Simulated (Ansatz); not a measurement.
All-electron LAPW in Ansatz 0.2.0 under PBE, scalar-relativistic, energies extrapolated to zero smearing. Slabs are 1×1 cells cut from bulk crystals relaxed on PAW files, with atoms then relaxed, 16 to 20 Å of vacuum, a dipole correction, k spacings of 0.16 to 0.26 Å⁻¹ and smearing of 0.02 to 0.1 eV, without spin–orbit coupling or spin polarisation. The bulk type named needn't be the stable one, and no reconstruction is allowed.

| slab | area (Å²) | γ (J/m²) | Φ (eV) | Δd12 (%) |
| --- | --- | --- | --- | --- |
| bcc Zr (110), 6 layers | 9.05 | ? | 4.13 | -6.5 |
| hcp Zr (0001), 4 layers | 9.04 | 1.62 | 4.17 | ? |
| hcp Zr (0001), 5 layers | 9.04 | 1.59 | 4.19 | -6.4 |

(1) What belongs in the row "bcc Zr (110), 6 layers", column "γ (J/m²)"?

(2) Give the missing entry: row "hcp Zr (0001), 4 layers", column "Δd12 (%)".

## Answers

(1) 1.45.

(2) -6.1.
